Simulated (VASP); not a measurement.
Input of a VASP 6.6.1 run:

Contents of INCAR:

```
PREC = Accurate ; ENCUT = 520
EDIFF = 1E-6 ; ISMEAR = 0
SIGMA = 0.05 ; LREAL = F
LASPH = T ; NELM = 100
ALGO = Normal ; ISIF = 2
LWAVE = F ; LCHARG = F
NBANDS = 11
```

KPOINTS

```
regular mesh
0
Gamma
  12 12 12
```

Contents of POSCAR:

```
BN
1.0
    0.0000000000      3.4953158300      2.1660912400
    1.2516321000      0.0000000000      2.1660912400
    1.2516321000      3.4953158300      0.0000000000
B N
1 1
Direct
   -0.0345759303     -0.0345759303      1.0345759303
    0.6666513400      0.6666513400      0.3333486600
```

Potentials or basis: VASP PAW LDA potentials, release 64 (B, N).

The run is started by

```sh
$ cat potpaw_LDA.64/B/POTCAR potpaw_LDA.64/N/POTCAR > POTCAR
$ mpirun -np 1 vasp_std > vasp.out
```

Question: Estimate the band gap on the k mesh.

Answer: 2.53 eV, indirect (least direct gap 3.81 eV).

Question: Predict the largest force.

Answer: 7.846 eV/Å.

Question: Predict the pressure.

Answer: 5.8 GPa.

Stress tensor (GPa, compression positive):
```
-12.25   0.00   0.00
  0.00  -1.15   0.00
  0.00   0.00  30.78
```

Caveat: forces of over 1 eV/Å show positions far from the minimum, so gaps and moduli don't describe the material at rest. A k mesh can miss the band edges.
